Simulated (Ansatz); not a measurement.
# CaS (rocksalt): zero-pressure volume and bulk modulus with revPBE

The task here is to estimate one member of a computed series from the others.

Method: DFT revPBE, scalar-relativistic, plane waves, PAW, in Ansatz 0.2.0.

### The starting structure

It takes space group Fm-3m (No. 225, cubic). The conventional cell has a = 5.686 Å, b = 5.686 Å, c = 5.686 Å, α = 90.00°, β = 90.00°, γ = 90.00°. Ca (site symmetry m-3m) has 6 S at 2.84 Å in its first shell of neighbours. S (site symmetry m-3m) is surrounded by 6 Ca at 2.84 Å.

Coordinates:

```xyz
2
Lattice="0.0000 2.8430 2.8430 2.8430 0.0000 2.8430 2.8430 2.8430 0.0000" Properties=species:S:1:pos:R:3 pbc="T T T"
Ca    2.8430    2.8430    2.8430
S     0.0000    0.0000    0.0000
```

At PBE, an earlier run found 0.80 GPa for this cell of 22.979 Å³/atom (8×8×8 mesh), gap on the mesh 2.35 eV.

The first run:

File input.yaml:

```yaml
crystal:
  lattice:
    - [0.0, 2.8430011916, 2.8430011916]
    - [2.8430011916, 0.0, 2.8430011916]
    - [2.8430011916, 2.8430011916, 0.0]
  atoms:
    - { symbol: Ca, position: [0.5, 0.5, 0.5] }
    - { symbol: S, position: [0.0, 0.0, 0.0] }
basis:
  ecutwfc: 420
  ecutrho_ratio: 4
kpoints:
  mp_grid: { grid: [8, 8, 8] }
hamiltonian:
  xc: revpbe
scf:
  occupations: { method: gaussian, width: 0.05 }
output:
  forces: true
  stress: true
  eigenvalues: true
```

Command:

```bash
> ansatz run input.yaml --threads 4 --pin off --max-ram 8192MiB --backend cpu --events-out ev --progress --plain --runs-dir out
```

Steps of the session up to this table: At the given cell; Stepping to 23.359 Å³/atom; Stepping to 23.998 Å³/atom; Volume × 0.98 of the new zero; Volume × 1.02 of the new zero; Volume × 0.96 of the new zero; Volume × 1.04 of the new zero.

One of the session's tables, all rows but one given; the rest of the session is left out.

It belongs to the step «Energy and pressure against volume». 

| volume (Å³/atom) | energy (meV/atom) | pressure (GPa) |
| --- | --- | --- |
| 23.038 | 6.66 | 2.32 |
| 23.518 | ? | ? |
| 23.998 | 0.00 | -0.02 |
| 24.478 | 1.57 | -1.02 |
| 24.958 | 5.99 | -1.92 |

Estimate the missing values for volume (Å³/atom) = 23.518.

Worked estimate for «energy (meV/atom)». A straight line through the neighbours (23.038, 6.66) and (23.998, 0.00) gives 6.66 + (0.00 − 6.66) × (23.518 − 23.038) / (23.998 − 23.038) = 3.33; a parabola fitted to 3 rows on both sides gives 1.70.

**Answer.** energy (meV/atom): 1.58; pressure (GPa): 1.09. In «energy (meV/atom)» the line misses by +1.75 and the parabola by +0.12.
